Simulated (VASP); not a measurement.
# C (Fd-3m) in VASP: settings compared, part 2 of 2

VASP 6.6.1.

## Step 6: Relaxation of cell and atoms, PBE+TS

Input file INCAR:

```
SYSTEM = C
PREC = Accurate
ENCUT = 600
EDIFF = 1E-6
ISMEAR = -1
SIGMA = 0.05
LREAL = .FALSE.
LASPH = .TRUE.
NELM = 100
ALGO = Normal
ISIF = 3
LWAVE = .FALSE.
LCHARG = .FALSE.
GGA = PE
IVDW = 2
IBRION = 2
NSW = 60
EDIFFG = -0.005
```

Input file KPOINTS:

```
regular mesh
0
G
  13 13 13
  0 0 0
```

Input file POSCAR:

```
C
1.0
    0.0000000000      1.7833700000      1.7833700000
    1.7833700000      0.0000000000      1.7833700000
    1.7833700000      1.7833700000      0.0000000000
C
2
Direct
    0.7500000000      0.7500000000      0.7500000000
    0.5000000000      0.5000000000      0.5000000000
```

Potentials or basis: VASP PAW PBE potentials, release 64 (C).

The run is started by

```bash
> cat potpaw_PBE.64/C/POTCAR > POTCAR
> mpirun -np 1 vasp_std > vasp.out
```

OUTCAR:

```text
SYSTEM = C
   PREC = Accurate
   ENCUT = 600
   EDIFF = 1E-6
   ISMEAR = -1
   LREAL = .FALSE.
   LASPH = .TRUE.
   NELM = 100
   ISIF = 3
   GGA = PE
   IVDW = 2
   IBRION = 2
   NSW = 60
   EDIFFG = -0.005
  IVDW =   2

 ion  position               nearest neighbor table
   1  0.750  0.750  0.750-   2 1.54   2 1.54   2 1.54   2 1.54
   2  0.500  0.500  0.500-   1 1.54   1 1.54   1 1.54   1 1.54

  LATTYP: Found a face centered cubic cell.
 ALAT       =     3.5667400000

  Lattice vectors:

 A1 = (   0.0000000000,   1.7833700000,   1.7833700000)
 A2 = (   1.7833700000,   0.0000000000,   1.7833700000)
 A3 = (   1.7833700000,   1.7833700000,   0.0000000000)

Analysis of symmetry for initial positions (statically):
=====================================================================
 Subroutine PRICEL returns:
 Original cell was already a primitive cell.

 Routine SETGRP: Setting up the symmetry group for a
 face centered cubic supercell.

 Subroutine GETGRP returns: Found 48 space group operations
 (whereof 24 operations were pure point group operations)
 out of a pool of 48 trial point group operations.

The static configuration has the point symmetry T_d .
 The point group associated with its full space group is O_h .

Analysis of symmetry for dynamics (positions and initial velocities):
=====================================================================
 Subroutine PRICEL returns:
 Original cell was already a primitive cell.

 Routine SETGRP: Setting up the symmetry group for a
 face centered cubic supercell.

 Subroutine GETGRP returns: Found 48 space group operations
 (whereof 24 operations were pure point group operations)
 out of a pool of 48 trial point group operations.

The dynamic configuration has the point symmetry T_d .
 The point group associated with its full space group is O_h .

 Subroutine INISYM returns: Found 48 space group operations
 (whereof 24 operations are pure point group operations),
 and found     1 'primitive' translations

----------------------------------------------------------------------------------------

                                     Primitive cell

  volume of cell :      11.3437

  direct lattice vectors                    reciprocal lattice vectors
     0.000000000  1.783370000  1.783370000    -0.280368067  0.280368067  0.280368067
     1.783370000  0.000000000  1.783370000     0.280368067 -0.280368067  0.280368067
     1.783370000  1.783370000  0.000000000     0.280368067  0.280368067 -0.280368067

  length of vectors
     2.522066041  2.522066041  2.522066041     0.485611737  0.485611737  0.485611737

  position of ions in fractional coordinates (direct lattice)
     0.750000000  0.750000000  0.750000000
     0.500000000  0.500000000  0.500000000

  ion indices of the primitive-cell ions
   primitive index   ion index
                 1           1
                 2           2

----------------------------------------------------------------------------------------

 KPOINTS: regular mesh

Automatic generation of k-mesh.
 Grid dimensions read from file:
 generate k-points for:   13   13   13

 Generating k-lattice:

  Cartesian coordinates                     Fractional coordinates (reciprocal lattice)
    -0.021566774  0.021566774  0.021566774     0.076923077  0.000000000  0.000000000
     0.021566774 -0.021566774  0.021566774     0.000000000  0.076923077  0.000000000
     0.021566774  0.021566774 -0.021566774     0.000000000  0.000000000  0.076923077

  Length of vectors
     0.037354749  0.037354749  0.037354749

  Shift w.r.t. Gamma in fractional coordinates (k-lattice)
     0.000000000  0.000000000  0.000000000

 Subroutine IBZKPT returns following result:
 ===========================================

 Found     84 irreducible k-points:

 Following reciprocal coordinates:
            Coordinates               Weight
  0.000000  0.000000  0.000000      1.000000
  0.076923  0.000000  0.000000      8.000000
  0.153846  0.000000  0.000000      8.000000
  0.230769  0.000000  0.000000      8.000000
  0.307692  0.000000  0.000000      8.000000
  0.384615  0.000000  0.000000      8.000000
[... 42 lines left out ...]
 -0.461538  0.461538  0.000000     12.000000
  0.230769  0.153846  0.076923     24.000000
 [... further k-points ...]
   k-points           NKPTS =     84   k-points in BZ     NKDIM =     84   number of bands    NBANDS=      8
   number of dos      NEDOS =    301   number of ions     NIONS =      2
   total plane-waves  NPLWV =   8000
   dimension x,y,z NGX =    20 NGY =   20 NGZ =   20
   dimension x,y,z NGXF=    40 NGYF=   40 NGZF=   40
   ions per type =               2
   NGX,Y,Z   is equivalent  to a cutoff of  13.18, 13.18, 13.18 a.u.
   NGXF,Y,Z  is equivalent  to a cutoff of  26.37, 26.37, 26.37 a.u.
 SYSTEM =  C
   PREC   = accura    normal or accurate (medium, high low for compatibility)
   ISTART =      0    job   : 0-new  1-cont  2-samecut
   ICHARG =      2    charge: 1-file 2-atom 10-const
   ISPIN  =      1    spin polarized calculation?
   LNONCOLLINEAR =      F non collinear calculations
   LSORBIT =      F    spin-orbit coupling
   LASPH  =      T    aspherical Exc in radial PAW
   ENCUT  =  600.0 eV  44.10 Ry    6.64 a.u.   5.04  5.04  5.04*2*pi/ulx,y,z
   NELM   =    100;   NELMIN=  2; NELMDL= -5     # of ELM steps
   EDIFF  = 0.1E-05   stopping-criterion for ELM
   LREAL  =      F    real-space projection
   EDIFFG = -.5E-02   stopping-criterion for IOM
   NSW    =     60    number of steps for IOM
   IBRION =      2    ionic relax: 0-MD 1-quasi-New 2-CG
   NFREE  =      1    steps in history (QN), initial steepest desc. (CG)
   ISIF   =      3    stress and relaxation
   ISYM   =      2    0-nonsym 1-usesym 2-fastsym
   POTIM  = 0.5000    time-step for ionic-motion
   TEBEG  =    0.0;   TEEND  =   0.0 temperature during run
   PSTRESS=    0.0 pullay stress
   NELECT =       8.0000    total number of electrons
   NUPDOWN=      -1.0000    fix difference up-down
   EMIN   =  10.00;   EMAX   =-10.00  energy-range for DOS
   EFERMI =   0.00;   METHOD = LEGACY
   ISMEAR =    -1;   SIGMA  =   0.05  broadening in eV -4-tet -1-fermi 0-gaus
   EFERMI_NEDOS =   21; number of points for ismear=-14 and -15
   IALGO  =     38    algorithm
   IMIX   =      4    mixing-type and parameters
     AMIX     =   0.40;   BMIX     =  1.00
     AMIX_MAG =   1.60;   BMIX_MAG =  1.00
  volume/ion in A,a.u.               =       5.67        38.28
  Fermi-wavevector in a.u.,A,eV,Ry     =   1.457203  2.753714 28.891161  2.123440
  Thomas-Fermi vector in A             =   2.574032
   LORBIT       =      0    0 simple, 1 ext, 2 COOP (PROOUT), +10 PAW based schemes
   GGA     = PE    functional components
   LHFCALC =     F    Hartree Fock is set to
   AEXX    =    0.0000 exact exchange contribution
   IVDW    =     2    specifies the selected vdW correction
   LEPSILON=     F    determine dielectric tensor
   LRPA    =     F    only Hartree local field effects (RPA)
 conjugate gradient relaxation of ions
 non-spin polarized calculation
  energy-cutoff  :      600.00
  volume of cell :       11.34
 maximum number of plane-waves:       388
   NGX =  9   NGY =  9   NGZ =  9

--------------------------------------- Ionic step        1  -------------------------------------------

 number of electron       7.9999999 magnetization

 Free energy of the ion-electron system (eV)
  ---------------------------------------------------
  ext. energy  EPLUGINS =         0.00000000
  ---------------------------------------------------
  free energy    TOTEN  =       -18.19006728 eV

  energy without entropy =      -18.19006728  energy(sigma->0) =      -18.19006728

------------------------ aborting loop because EDIFF is reached ----------------------------------------

  Tkatchenko/Scheffler method for vdW energy calculation

  Number of pair interactions contributing to vdW energy:  138648
[... 117 lines left out ...]
--------------------------------------- Ionic step        4  -------------------------------------------

 number of electron       7.9999999 magnetization

 Free energy of the ion-electron system (eV)
  ---------------------------------------------------
  ext. energy  EPLUGINS =         0.00000000
  ---------------------------------------------------
  free energy    TOTEN  =       -18.18594594 eV

  energy without entropy =      -18.18594594  energy(sigma->0) =      -18.18594594

 E-fermi :  10.9083     XC(G=0): -13.3146

 val. band max:        9.9133052092   @ k =   0.0000   0.0000   0.0000
 cond. band min:      14.0833950553   @ k =   0.3846   0.3846   0.0000
 fundamental gap:      4.1700898461
 Fermi energy:        10.9082517378

 k-point     1 :       0.0000    0.0000    0.0000
  band No.  band energies     occupation
      1     -11.7348      2.00000
      2       9.9133      2.00000
      3       9.9133      2.00000
      4       9.9133      2.00000
      5      15.5386      0.00000
      6      15.5386      0.00000
      7      15.5386      0.00000
      8      23.5374      0.00000
[... 419 lines left out ...]
 k-point    40 :       0.4615    0.3077    0.0000
  band No.  band energies     occupation
      1      -5.9963      2.00000
      2       0.4635      2.00000
      3       2.8497      2.00000
      4       4.3649      2.00000
      5      15.1949      0.00000
      6      18.4039      0.00000
      7      24.4173      0.00000
      8      24.6745      0.00000

 [... further k-points ...]

------------------------ aborting loop because EDIFF is reached ----------------------------------------

  Hirshfeld charges:
            ion         q(e)
   ------------------------------
      1     C       -0.00000000
      2     C        0.00000000

  Tkatchenko/Scheffler method for vdW energy calculation

  Number of pair interactions contributing to vdW energy:  140172

  Edisp (eV):   -0.40967
[... 25 lines left out ...]
  FREE ENERGIE OF THE ION-ELECTRON SYSTEM (eV)
  ---------------------------------------------------
  free  energy   TOTEN  =       -18.5956206023 eV

  energy  without entropy=      -18.5956206022  energy(sigma->0) =      -18.59562060

 reached required accuracy - stopping structural energy minimisation
```

OSZICAR:

```text
N       E                     dE             d eps       ncg     rms          rms(c)
DAV:   1     0.174846581195E+01    0.17485E+01   -0.55536E+03  1400   0.108E+03
DAV:   2    -0.187090427909E+02   -0.20458E+02   -0.19624E+02  2232   0.123E+02
DAV:   3    -0.188275047739E+02   -0.11846E+00   -0.11846E+00  1400   0.122E+01
DAV:   4    -0.188276798477E+02   -0.17507E-03   -0.17507E-03  1904   0.488E-01
[... 22 lines left out ...]
   3 F= -.18595624E+02 E0= -.18595624E+02  d E =-.227606E-02
       N       E                     dE             d eps       ncg     rms          rms(c)
DAV:   1    -0.181859486886E+02    0.42067E-03   -0.21180E-04  1600   0.152E-01    0.132E-02
DAV:   2    -0.181859465622E+02    0.21264E-05   -0.17682E-06  1368   0.132E-02    0.687E-03
DAV:   3    -0.181859459428E+02    0.61932E-06   -0.17995E-06  1384   0.107E-02
   4 F= -.18595621E+02 E0= -.18595621E+02  d E =-.227287E-02
```

CONTCAR:

```text
C
   1.00000000000000
    -0.0000000000000000    1.7758237874674505    1.7758237874674505
     1.7758237874674505    0.0000000000000000    1.7758237874674505
     1.7758237874674505    1.7758237874674505    0.0000000000000000
  C
     2
Direct
     0.7500000000000000    0.7500000000000000    0.7500000000000000
     0.5000000000000000    0.5000000000000000    0.5000000000000000

  0.00000000E+00  0.00000000E+00  0.00000000E+00
  0.00000000E+00  0.00000000E+00  0.00000000E+00
```

Run time: 18 s. Hardware: 1 thread of Intel Xeon Platinum 8488C (Sapphire Rapids), shared host; peak memory 0.12 GiB.

What came out:

| Property | Result |
| --- | --- |
| Free energy | -18.5956 eV |
| Relaxed volume | 5.60 Å³/atom |
| Relaxed cell | a = 2.511 Å, b = 2.511 Å, c = 2.511 Å, α = 60.00°, β = 60.00°, γ = 60.00° |
| Space group after relaxing (to 0.05 Å) | Fd-3m (No. 227) |
| Energy gained by relaxing | 1.1 meV/atom |
| Ionic steps | 4 |
| Pressure after relaxing | 0.0 GPa |
| Band gap on the k mesh | 4.17 eV, indirect (least direct gap 5.63 eV) |
| Dispersion energy per atom | -0.205 eV |

The path:
```tsv
step	energy change (eV)	largest force (eV/Å)	pressure (GPa)	volume (Å³)
1	0.0000	0.0000	-5.51	11.34
2	0.0018	0.0000	7.12	11.03
3	-0.0023	0.0000	-0.37	11.21
4	-0.0023	0.0000	-0.01	11.20
```

Final structure:
```
CELL_PARAMETERS angstrom
0.00000 1.77582 1.77582
1.77582 0.00000 1.77582
1.77582 1.77582 0.00000
ATOMIC_POSITIONS crystal
C 0.75000 0.75000 0.75000
C 0.50000 0.50000 0.50000
```

Levels at points of the mesh, in eV from the valence-band top:
| k point | band 2 | band 3 | band 4 | band 5 | band 6 | band 7 |
| --- | --- | --- | --- | --- | --- | --- |
| (0.00, 0.00, 0.00) | 0.00 | 0.00 | 0.00 | 5.63 | 5.63 | 5.63 |

Caveat: an odd mesh through Γ misses points on the zone boundary, where band edges often lie.

## Step 7: For comparison

An earlier run on the cell as given: functional PBE; potentials or basis VASP PAW PBE potentials, release 64 (C); cutoff 520 eV; k mesh 13 × 13 × 13; occupations fermi-dirac, width 0.05 eV; no spin polarisation.

* Pressure: 2.5 GPa
* Band gap on the k mesh: 4.14 eV, indirect (least direct gap 5.59 eV)

## Step 8: Overview

```csv
task,level,cell,cutoff (eV),gap on the mesh (eV),pressure (GPa),relaxed volume (Å³/atom)
relaxation of cell and atoms,PBE+D3,relaxed,600,4.15,0.0,5.66
relaxation of cell and atoms,PBE+D3(BJ),relaxed,600,4.16,0.0,5.63
relaxation of cell and atoms,PBE+D4,relaxed,600,4.16,0.0,5.63
relaxation of cell and atoms,PBE+rVV10,relaxed,600,4.10,0.0,5.68
relaxation of cell and atoms,PBE+TS,relaxed,600,4.17,0.0,5.60
single point,PBE,as given,520,4.14,2.5,-
```

Alike in all rows: potentials or basis VASP PAW PBE potentials, release 64 (C); no spin polarisation; k mesh 13 × 13 × 13; smearing fermi-dirac 0.05 eV.

Caveats: an odd mesh through Γ misses points on the zone boundary, where band edges often lie.

Absolute energies hang on the potentials; compare differences alone.

## Step 9: Comparison with measurements

Step 2. The cell as given is a measured one (5.67 Å³/atom); PBE+D3 puts the equilibrium volume -0.3 % from it, thermal expansion not counted.

Step 3. The cell as given is a measured one (5.67 Å³/atom); PBE+D3(BJ) puts the equilibrium volume -0.8 % from it, thermal expansion not counted.

Step 4. The cell as given is a measured one (5.67 Å³/atom); PBE+D4 puts the equilibrium volume -0.8 % from it, thermal expansion not counted.

Step 5. The cell as given is a measured one (5.67 Å³/atom); PBE+rVV10 puts the equilibrium volume +0.1 % from it, thermal expansion not counted.

Step 6. The cell as given is a measured one (5.67 Å³/atom); PBE+TS puts the equilibrium volume -1.3 % from it, thermal expansion not counted.
